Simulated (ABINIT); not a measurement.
# ZnSe (Stilleite) (F-43m) in ABINIT: settings compared, part 2 of 2

ABINIT 10.8.3 (patched build). Earlier steps stand in the parts before.

## Step 4: Equation of state, LDA

File run.abi:

```
# Datasets: one volume each
ndtset 7
getwfk -1
scalecart1 3*0.9795861087
scalecart2 3*0.9864848297
scalecart3 3*0.9932883884
scalecart4 3*1.0000000000
scalecart5 3*1.0066227096
scalecart6 3*1.0131594038
scalecart7 3*1.0196128224

# Pseudopotentials
pp_dirpath "./"
pseudos "Se.LDA_PW-JTH.xml, Zn.LDA_PW-JTH.xml"

# Structure
acell 4.0075983931 4.0075983931 4.0075983931 Angstrom
rprim
     0.0000000000     0.7071067812     0.7071067812
     0.7071067812     0.0000000000     0.7071067812
     0.7071067812     0.7071067812     0.0000000000
ntypat 2
znucl 34 30
natom 2
typat 1 2
xred
     0.7500000000     0.7500000000     0.7500000000
     0.0000000000     0.0000000000     0.0000000000

# Plane-wave basis
ecut 20.0
pawecutdg 40.0

# k points
kptopt 1
ngkpt 8 8 8
nshiftk 1
shiftk 0.0 0.0 0.0

# Exchange and correlation
ixc 7

# Bands and occupations
nband 13
occopt 3
tsmear 0.05 eV

# SCF cycle
nstep 100
tolvrs 1.0e-9

# Output
iomode 3
prtwf 1
prtden 0
prteig 0
prtebands 0
enunit 2
```

Potentials or basis: JTH PAW LDA v2.0.

Launch:

```console
$ abinit run.abi > log 2>&1
```

run.abo:

```text
.Version 10.8.3 of ABINIT
 DATASET    1 : space group F-4 3 m (#216); Bravais cF (face-center cubic)
================================================================================
 Values of the parameters that define the memory need for DATASET  1.
     intxc =       0    ionmov =       0      iscf =      17    lmnmax =      18
     lnmax =       6     mgfft =      30  mpssoang =       3    mqgrid =    3001
     natom =       2  nloc_mem =       2    nspden =       1   nspinor =       1
    nsppol =       1      nsym =      24    n1xccc =       1    ntypat =       2
    occopt =       3   xclevel =       1
       mpw =        1249          nfft =       27000          nkpt =          29
 PAW method is used; the additional fine FFT grid is defined by:
   mgfftf=        45    nfftf =     91125
================================================================================
================================================================================
[... 71 lines left out ...]
 DATASET    7 : space group F-4 3 m (#216); Bravais cF (face-center cubic)
================================================================================
 Values of the parameters that define the memory need for DATASET  7.
     intxc =       0    ionmov =       0      iscf =      17    lmnmax =      18
     lnmax =       6     mgfft =      32  mpssoang =       3    mqgrid =    3001
     natom =       2  nloc_mem =       2    nspden =       1   nspinor =       1
    nsppol =       1      nsym =      24    n1xccc =       1    ntypat =       2
    occopt =       3   xclevel =       1
       mpw =        1405          nfft =       32768          nkpt =          29
 PAW method is used; the additional fine FFT grid is defined by:
[... 1546 lines left out ...]
            acell      7.5732633856E+00  7.5732633856E+00  7.5732633856E+00 Bohr
           etotal1    -7.4243675952E+01
           etotal2    -7.4243646848E+01
           etotal3    -7.4243326274E+01
           etotal4    -7.4242742186E+01
           etotal5    -7.4241926227E+01
           etotal6    -7.4240894159E+01
           etotal7    -7.4239675427E+01
            fcart1    -3.0075977281E-31 -1.0025325760E-31  5.0126628802E-31
                       3.0075977281E-31  1.0025325760E-31 -5.0126628802E-31
            fcart2     3.9820865175E-31  3.5443486590E-48 -3.9820865175E-31
                      -3.9820865175E-31 -3.5443486590E-48  3.9820865175E-31
            fcart3    -1.1864433288E-30  3.9548110961E-31  3.9548110961E-31
                       1.1864433288E-30 -3.9548110961E-31 -3.9548110961E-31
            fcart4    -3.9282679400E-31 -3.9282679400E-31  1.1784803820E-30
                       3.9282679400E-31  3.9282679400E-31 -1.1784803820E-30
            fcart5     7.8048466473E-31  7.8048466473E-31 -2.3414539942E-30
                      -7.8048466473E-31 -7.8048466473E-31  2.3414539942E-30
[... 38 lines left out ...]
                       0.0000000000E+00  0.0000000000E+00  0.0000000000E+00
           xangst1     4.1639266724E+00  4.1639266724E+00  4.1639266724E+00
                       0.0000000000E+00  0.0000000000E+00  0.0000000000E+00
           xangst2     4.1932510657E+00  4.1932510657E+00  4.1932510657E+00
                       0.0000000000E+00  0.0000000000E+00  0.0000000000E+00
           xangst3     4.2221709527E+00  4.2221709527E+00  4.2221709527E+00
                       0.0000000000E+00  0.0000000000E+00  0.0000000000E+00
           xangst4     4.2507000001E+00  4.2507000001E+00  4.2507000001E+00
                       0.0000000000E+00  0.0000000000E+00  0.0000000000E+00
           xangst5     4.2788511518E+00  4.2788511518E+00  4.2788511518E+00
                       0.0000000000E+00  0.0000000000E+00  0.0000000000E+00
           xangst6     4.3066366779E+00  4.3066366779E+00  4.3066366779E+00
                       0.0000000000E+00  0.0000000000E+00  0.0000000000E+00
           xangst7     4.3340682243E+00  4.3340682243E+00  4.3340682243E+00
                       0.0000000000E+00  0.0000000000E+00  0.0000000000E+00
             xred      7.5000000000E-01  7.5000000000E-01  7.5000000000E-01
                       0.0000000000E+00  0.0000000000E+00  0.0000000000E+00
 Calculation completed.
```

Wall time 2.3 min (1 thread of Arm Neoverse V2, shared host); peak memory 0.13 GiB.

What came out:

| Property | Result |
| --- | --- |
| Equilibrium volume | 21.57 Å³/atom |
| Bulk modulus | 71 GPa |
| Pressure derivative of the bulk modulus | 4.1 |

Energy against volume, from the lowest point:
| volume (Å³/atom) | energy (meV/atom) |
| --- | --- |
| 21.391 | 0.00 |
| 21.846 | 0.40 |
| 22.301 | 4.76 |
| 22.757 | 12.70 |
| 23.212 | 23.81 |
| 23.667 | 37.85 |
| 24.122 | 54.43 |

Caveat: the cutoff is too short for stress, so the log's stress isn't used; pressures at fixed basis lie under the slope of the energies. Zero-point motion and thermal expansion aren't in these numbers.

## Step 5: Band structure, OLYP

File run.abi:

```
ndtset 2

pp_dirpath "./"
pseudos "Se.GGA_PBE-JTH.xml, Zn.GGA_PBE-JTH.xml"

acell 3*1.0 Angstrom
rprim
     0.0000000000     2.8338000000     2.8338000000
     2.8338000000     0.0000000000     2.8338000000
     2.8338000000     2.8338000000     0.0000000000
ntypat 2
znucl 34 30
natom 2
typat 1 2
xred
     0.7500000000     0.7500000000     0.7500000000
     0.0000000000     0.0000000000     0.0000000000

ecut 20.0
pawecutdg 40.0

ixc -110131

occopt 3
tsmear 0.00183747

nstep 100

iomode 3
prtwf 0
prteig 0
prtebands 0
enunit 1
prtden1 1

kptopt1 1
ngkpt1 8 8 8
nshiftk1 1
shiftk1 0.0 0.0 0.0
nband1 13
tolvrs1 1.0e-9

iscf2 -2
getden2 1
nband2 17
nbdbuf2 2
tolwfr2 1.0e-12
kptopt2 -9
ndivsm2 5
prteig2 1
prtvol2 -3
kptbounds2
     0.0000000000     0.0000000000     0.0000000000
     0.5000000000     0.0000000000     0.5000000000
     0.5000000000     0.2500000000     0.7500000000
     0.3750000000     0.3750000000     0.7500000000
     0.0000000000     0.0000000000     0.0000000000
     0.5000000000     0.5000000000     0.5000000000
     0.6250000000     0.2500000000     0.6250000000
     0.5000000000     0.2500000000     0.7500000000
     0.5000000000     0.5000000000     0.5000000000
     0.3750000000     0.3750000000     0.7500000000
```

Potentials or basis: JTH PAW PBE v2.0.

Launch:

```console
$ abinit run.abi > log 2>&1
```

Wall time 65 s (1 thread of Arm Neoverse V2, shared host); peak memory 0.13 GiB.

It converged, with:

- Free energy: -2016.5687 eV
- Band gap on the k mesh: 1.75 eV, direct
- Valence electrons inside the program's atomic spheres: Se 4.08; Zn 10.77

Levels at the corners of the path, in eV from the valence-band top:
```
point  band 6  band 7  band 8  band 9  band 10  band 11  band 12  band 13
    Γ   -6.31    0.00    0.00    0.00     1.75     6.06     6.06     6.06
    X   -6.11   -4.63   -2.09   -2.09     3.53     3.80    11.26    11.55
    W   -6.00   -4.53   -2.63   -2.50     5.72     5.96     7.34     8.22
    K   -6.03   -4.56   -2.92   -1.72     4.01     5.92     9.53     9.53
    Γ   -6.31    0.00    0.00    0.00     1.75     6.06     6.06     6.06
    L   -6.14   -5.01   -0.83   -0.83     2.92     6.67     6.67     9.27
    U   -6.03   -4.56   -2.92   -1.72     4.01     5.92     9.53     9.53
    W   -6.00   -4.53   -2.63   -2.50     5.72     5.96     7.34     8.22
    L   -6.14   -5.01   -0.83   -0.83     2.92     6.67     6.67     9.27
    K   -6.03   -4.56   -2.92   -1.72     4.01     5.92     9.53     9.53
```

Caveat: the cutoff is too short for stress, so the log's stress isn't used; the PAW data sets were made with another functional, which shifts forces and pressure a little.

## Step 6: Summary

| task | level | potentials or basis | V0 of scaled cells (Å³/atom) | B0 (GPa) |
| --- | --- | --- | --- | --- |
| equation of state | PBE+D3(BJ) | JTH PAW PBE v2.0 | 22.62 | 64 |
| equation of state | revPBE | JTH PAW PBE v2.0 | - | - |
| equation of state | LDA | JTH PAW LDA v2.0 | 21.57 | 71 |
| band structure | OLYP | JTH PAW PBE v2.0 | - | - |

Alike in all rows: no spin polarisation; cell as given; k mesh 8 × 8 × 8; cutoff (eV) 544; smearing fermi-dirac 0.05 eV.

Caveats: pressures at fixed basis lie under the slope of the energies (some runs); the PAW data sets were made with another functional, which shifts forces and pressure a little (some runs); the minimum lies outside the volumes run (some runs).

Absolute energies hang on the potentials; compare differences alone.

## Step 7: Comparison with measurements

Step 5. Against the measured gap of ZnSe, 2.695 eV (an exciton energy, a little under the gap; 300 K; “Alloy Disordering Effects on the Thermal Conductivity and Energy Gap Temperature Dependence of Cd1−xZnxSe Ternary Crystals Grown by the Bridgman Method”, 2023, pmc:10253836), the calculated 1.75 eV is off by -0.94 eV. Spin-orbit coupling on Se is left out. The value is that of OLYP, without temperature or zero-point motion.
